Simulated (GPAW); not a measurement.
SrO:

```
Sr O
1.0
     0.00000    2.56630    2.56630
     2.56630    0.00000    2.56630
     2.56630    2.56630    0.00000
Sr O
1 1
Direct
  0.50000 0.50000 0.50000
  0.00000 0.00000 0.00000
```

| Quantity | Value |
| --- | --- |
| Program | GPAW 26.7.0 |
| Task | relaxation of cell and atoms |
| Functional | RPBE |
| Potentials or basis | the program's PAW data sets (release 1.2.1) made for this functional |
| Cutoff | 800 eV |
| Basis | pw |
| k mesh | 9 × 9 × 9 |
| Occupations | fermi-dirac, width 0.05 eV |
| Spin | no spin polarisation |

At the start: pressure 6.9 GPa; volume 16.90 Å³/atom.

Question: Where does the relaxation end?

Answer: Over 4 steps the energy falls by 27.7 meV/atom and the volume is 18.25 Å³/atom (+8.0 %); space group Fm-3m (No. 225, to 0.05 Å).

Step by step:
| step | energy change (eV) | largest force (eV/Å) | pressure (GPa) | volume (Å³) |
| --- | --- | --- | --- | --- |
| 1 | 0.0000 | 0.0000 | 6.90 | 33.80 |
| 2 | -0.0204 | 0.0000 | 5.31 | 34.33 |
| 3 | -0.0551 | 0.0000 | 0.42 | 36.31 |
| 4 | -0.0554 | 0.0000 | 0.03 | 36.49 |

Final structure:
```xyz
2
Lattice="0.0000 2.6326 2.6326 2.6326 0.0000 2.6326 2.6326 2.6326 0.0000" Properties=species:S:1:pos:R:3 pbc="T T T"
Sr    2.6326    2.6326    2.6326
O     0.0000    0.0000    0.0000
```

Caveat: later steps reuse the first step's grids.
